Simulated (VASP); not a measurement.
Output of a VASP run:

OSZICAR:
```
       N       E                     dE             d eps       ncg     rms          rms(c)
DAV:   1     0.217931712591E+03    0.21793E+03   -0.13920E+04   640   0.153E+03
DAV:   2    -0.972155776983E+01   -0.22765E+03   -0.22430E+03   824   0.391E+02
DAV:   3    -0.181208677768E+02   -0.83993E+01   -0.83940E+01   728   0.852E+01
DAV:   4    -0.184045671184E+02   -0.28370E+00   -0.28363E+00  1064   0.120E+01
DAV:   5    -0.184069876305E+02   -0.24205E-02   -0.24204E-02   720   0.118E+00    0.737E+00
DAV:   6    -0.173527440833E+02    0.10542E+01   -0.56958E+00   688   0.174E+01    0.309E+00
DAV:   7    -0.173601850322E+02   -0.74409E-02   -0.15545E-01   824   0.374E+00    0.165E+00
DAV:   8    -0.173870315341E+02   -0.26847E-01   -0.37507E-02   832   0.229E+00    0.186E-01
DAV:   9    -0.173927687171E+02   -0.57372E-02   -0.95132E-03   816   0.747E-01    0.148E-01
DAV:  10    -0.173938101288E+02   -0.10414E-02   -0.19923E-03   720   0.340E-01    0.282E-02
DAV:  11    -0.173938206763E+02   -0.10547E-04   -0.12346E-04   888   0.954E-02    0.114E-02
DAV:  12    -0.173938332001E+02   -0.12524E-04   -0.27795E-05   696   0.432E-02    0.410E-03
DAV:  13    -0.173938335180E+02   -0.31794E-06   -0.43834E-06   976   0.162E-02    0.346E-03
DAV:  14    -0.173938330577E+02    0.46036E-06   -0.56890E-07   792   0.905E-03    0.390E-04
DAV:  15    -0.173938330876E+02   -0.29946E-07   -0.45462E-08   592   0.201E-03
   1 F= -.17393833E+02 E0= -.17393833E+02  d E =-.316968E-12
```

**OUTCAR**
```
------------------------ aborting loop because EDIFF is reached ----------------------------------------
  FORCE on cell =-STRESS in cart. coord.  units (eV):
  Direction    XX          YY          ZZ          XY          YZ          ZX
  --------------------------------------------------------------------------------------
  Total        0.6117880      0.6117880      0.6117880     -0.0000000     -0.0000000      0.0000000
  in kB       24.8325807     24.8325807     24.8325807     -0.0000000     -0.0000000      0.0000000
  external PRESSURE =      24.8325807 kB  Pullay stress =       0.0000000 kB
  volume of cell :       39.47
      direct lattice vectors                 reciprocal lattice vectors
     0.000000000  2.702422357  2.702422357    -0.185019192  0.185019192  0.185019192
     2.702422357  0.000000000  2.702422357     0.185019192 -0.185019192  0.185019192
     2.702422357  2.702422357  0.000000000     0.185019192  0.185019192 -0.185019192
 POSITION                                       TOTAL-FORCE (eV/Angst)
 -----------------------------------------------------------------------------------
      0.00000      0.00000      0.00000        -0.000000     -0.000000     -0.000000
      1.35121      1.35121      1.35121         0.000000     -0.000000      0.000000
      4.05363      4.05363      4.05363        -0.000000      0.000000     -0.000000
 -----------------------------------------------------------------------------------
    total drift:                                0.000000      0.000000      0.000000
  FREE ENERGIE OF THE ION-ELECTRON SYSTEM (eV)
  ---------------------------------------------------
  free  energy   TOTEN  =       -17.3938330876 eV

  energy  without entropy=      -17.3938330876  energy(sigma->0) =      -17.39383309
```
(Selected blocks of OUTCAR.)

File POSCAR:
```
CaF2
1
    0.0000000000     2.7024223570     2.7024223570
    2.7024223570     0.0000000000     2.7024223570
    2.7024223570     2.7024223570     0.0000000000
Ca F
1 2
Direct
  0.0000000000   0.0000000000   0.0000000000
  0.2500000000   0.2500000000   0.2500000000
  0.7500000000   0.7500000000   0.7500000000
```

**Question.** Reconstruct the remaining input files.

**Answer.** One answer among several that fit: the input of the run itself, AM05 GGA, plane waves, VASP's PBE PAW potentials (set 64).

KPOINTS:
```
Automatic mesh
0
Gamma
7 7 7
0 0 0
```

**INCAR**
```
NELM=100
LWAVE=F
ISIF=2
EDIFF=1E-7
SYSTEM=CaF2
ISMEAR=0
PREC=Accurate
LASPH=T
ALGO=Normal   ! blocked Davidson
LREAL=F   ! projection in real space or not
ENCUT=520   ! plane-wave cut-off (eV)
GGA=AM
SIGMA=0.05
LCHARG=F
```

POTCAR, in this order: Ca_sv F (PBE.64 set). Program: vasp_std.

The compound is CaF2 in the fluorite structure. This cell is one point of a volume scan, at 0.97 of the reference volume.
